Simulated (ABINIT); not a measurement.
Input of an ABINIT 10.8.3 (patched build) run:

Contents of run.abi:

```
# Datasets: one volume each
ndtset 7
getwfk -1
scalecart1 3*0.9795861087
scalecart2 3*0.9864848297
scalecart3 3*0.9932883884
scalecart4 3*1.0000000000
scalecart5 3*1.0066227096
scalecart6 3*1.0131594038
scalecart7 3*1.0196128224

# Pseudopotentials
pp_dirpath "./"
pseudos "N.LDA_PW-JTH.xml, B.LDA_PW-JTH.xml"

# Structure
acell 3*1.0
rprim
     0.0000000000     3.4260753537     3.4260753537
     3.4260753537     0.0000000000     3.4260753537
     3.4260753537     3.4260753537     0.0000000000
ntypat 2
znucl 7 5
natom 2
typat 1 2
xred
     0.2500000000     0.2500000000     0.2500000000
     0.0000000000     0.0000000000     0.0000000000

# Plane-wave basis
ecut 25.0
pawecutdg 47.0

# k points
kptopt 1
ngkpt 13 13 13
nshiftk 1
shiftk 0.0 0.0 0.0

# Exchange and correlation
ixc 2

# Bands and occupations
nband 8
occopt 3
tsmear 0.05 eV

# SCF cycle
nstep 100
tolvrs 1.0e-9

# Output
iomode 3
prtwf 1
prtden 0
prteig 0
prtebands 0
```

Potentials or basis: JTH PAW LDA v2.0.

Launch:

```sh
$ abinit run.abi > log 2>&1
```

(1) Predict the equilibrium volume.

(2) What does it give for the bulk modulus?

(3) Predict the pressure derivative of the bulk modulus.

Results:

(1) 5.75 Å³/atom.

(2) 404 GPa.

(3) 3.8.

Caveat: the cutoff is too short for stress, so the log's stress isn't used; pressures at fixed basis lie under the slope of the energies; the atomic spheres overlap.

**What was measured.**

From “Effect of nanostructuration on compressibility of cubic BN”, 2012, arxiv:1208.3664, for a bulk crystal of BN at 300 K: bulk modulus 395 ± 2 GPa.

A measured bulk modulus of BN is 395 GPa (300 K; quoted in “Effect of nanostructuration on compressibility of cubic BN”, 2012, arxiv:1208.3664); the calculated 404 GPa misses it by +2.2 %. The fit is for a static lattice scaled at fixed shape and fixed fractional positions.
